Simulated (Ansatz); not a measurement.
## Ti: energy along a strain

Ti, P6_3/mmc, a = 2.900 Å, c = 4.591 Å. Ansatz: PBEsol, PAW, 420 eV, Γ-centred 24×24×14 mesh on 2 atoms, Gaussian smearing 0.15 eV; no spin polarisation. Cell vectors (Å): 2.900 0.000 0.000; -1.450 2.512 0.000; 0.000 0.000 4.591. The cell is strained by x per cent times the pattern (1 -1 0 0 0 0) in the order xx yy zz yz xz xy (engineering shears), with fractional coordinates held. y is the free energy over the start, V0 = 16.724 Å³/atom.

```
x (%) y (meV/atom)
-2.00             ?
-1.50          3.14
-1.00          1.39
-0.50          0.35
 0.00          0.00
 0.50          0.35
 1.00          1.37
 1.50          3.07
 1.75          4.16
 2.00          5.41
```

**Question.** Fit y = c2 x² + c3 x³ to the other rows, get the stiffness along the pattern, and predict the missing energy.

**Answer.** Least squares on the rows shown. y = 1.379 x² − 0.01208 x³. The clamped-ion stiffness p·C·p = 2 × 13.79 eV × 160.2 / 16.724 Å³ = 264 GPa. At x = -2.00 the fit asked for gives 5.61 meV/atom. The run gave 5.58 meV/atom, so the fit is 0.03 meV/atom too high, a small miss on the scale of the series.

Cost: 10 runs of about 3 core-minutes in all, on Intel Xeon 6975P-C (Granite Rapids) (shared hosts).